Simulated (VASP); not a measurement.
# Mg: single point with PBEsol

Mg:

```
Mg
1.0
     0.00000    2.14326    2.24426
     2.14326    0.00000    2.24426
     2.14326    2.14326    0.00000
Mg
1
Direct
  0.00000 0.00000 0.00000
```

The cell isn't the ideal one: strain -0.0450 x Voigt [1, 1, 0, 0, 0, 0], atoms carried along.

```yaml
Program: VASP 6.6.1
Task: single point
Functional: PBEsol
Potentials_or_basis: VASP PAW PBE potentials, release 64 (Mg)
Cutoff: 520 eV
k_mesh: 18 × 18 × 18
Occupations: gaussian, width 0.15 eV
Spin: no spin polarisation
Dipole_correction: no
Further_INCAR_settings: ALGO = Normal; EDIFF = 1e-06; NBANDS = 7
```

| Quantity | Value |
| --- | --- |
| Pressure | 4.2 GPa |
| Band gap on the k mesh | none (metal or under the smearing width) |

Stress tensor (GPa, compression positive):
```
4.59 0.00 0.00
0.00 4.59 0.00
0.00 0.00 3.35
```

Levels at points of the mesh, in eV from the Fermi level:
| k point | band 1 | band 2 | band 3 | band 4 | band 5 |
| --- | --- | --- | --- | --- | --- |
| (0.00, 0.00, 0.00) | -7.38 | 12.82 | 13.18 | 13.18 | 15.55 |
| (0.50, 0.00, 0.00) | -1.87 | -1.26 | 11.36 | 12.32 | 12.47 |
| (0.50, 0.50, 0.00) | -0.65 | 0.40 | 6.65 | 8.04 | 8.04 |
| (0.50, 0.00, 0.50) | -0.02 | 1.10 | 6.15 | 7.22 | 7.38 |

Wall time 21 s on 1 thread of Intel(R) Xeon(R) Platinum 8488C (Sapphire Rapids) (shared host), peak memory 0.19 GiB.

Caveat: the PAW data sets were made with another functional, which shifts forces and pressure a little.
